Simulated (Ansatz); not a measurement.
Zincblende BeTe, relaxed with r2SCAN in the PAW code Ansatz: the symmetry is F-43m (No. 216, cubic); a = 5.657 Å in the conventional setting, 22.63 Å³ an atom. Be is surrounded by 4 Te at 2.45 Å; Te is surrounded by 4 Be at 2.45 Å. The primitive cell holds 2 atoms in 45.26 Å³. The values are computed, non-magnetic, and not measurements.

Computed values: Without spin-orbit coupling PBE's valence top is a threefold level at Γ and the gap is 2.020 eV; with it the level splits into four states above two, Δ₀ = 0.937 eV apart. HSE06 (6×6×6) gives a least gap of 2.69 eV and a least direct gap of 4.48 eV. r2SCAN's ε∞ is 6.88.

Problem. If the centre of gravity stays and the conduction band doesn't move, what gap follows with spin-orbit coupling?

Solution. The fourfold level rises by Δ₀/3 = 0.312 eV and the twofold one falls by 2Δ₀/3, so E_g ≈ 2.020 − 0.312 = 1.708 eV. The PBE+SOC run gives 1.730 eV, +0.022 eV from the estimate.

Problem. At what wavelength does absorption set in by HSE06, excitons left aside?

Solution. λ = 1239.84 eV nm/E: 461 nm for the least gap, where it needs phonons and is weak, and 277 nm for direct transitions.

Problem. What refractive index and reflectivity at normal incidence follow, below the gap and above the phonons?

Solution. n = √6.88 = 2.623; R = ((n − 1)/(n + 1))² = (1.623/3.623)² = 20.1 % a face.

Only the levels marked +SOC include spin-orbit coupling.

The meshes of the hybrids are coarse, so their gaps aren't converged to the digits shown.
